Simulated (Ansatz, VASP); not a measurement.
**One calculation of TaN, two programs**

```
Ta N
1.0
     0.00000    2.17900    2.23347
     2.17900    0.00000    2.23347
     2.17900    2.17900    0.00000
Ta N
1 1
Direct
  0.50000 0.50000 0.50000
  0.00000 0.00000 0.00000
```

Change from the starting cell: strain +0.000 along x and y, +0.025 along z, atoms carried along.

Alike in both runs: task single point; functional PBEsol; k mesh 18 × 18 × 18; occupations gaussian, width 0.15 eV; no spin polarisation.

|  | VASP | Ansatz |
| --- | --- | --- |
| version | VASP 6.6.1 | Ansatz 0.2.0 |
| potentials or method | VASP PAW PBE potentials, release 64 (Ta_pv, N) | scalar-relativistic, plane waves, PAW |
| plane-wave cutoff (eV) | 520 | 420 |
| valence electrons in the cell | 16 | 18 |

|  | VASP | Ansatz | Ansatz less VASP |
| --- | --- | --- | --- |
| gap on the k mesh at the Fermi level (eV) | none | none | - |
| pressure (GPa) | -2.9 | -3.8 | -0.93 |
| largest component of the traceless stress (GPa) | 9.34 | 9.29 | -0.053 |

A gap of «none» marks a metal or a gap that the smearing closes. The two sets of potentials don't hold the same shells in valence.

Caveats: the PAW data sets were made with another functional, which shifts forces and pressure a little (VASP). Spin-orbit coupling is left out, which matters for the levels of Ta.
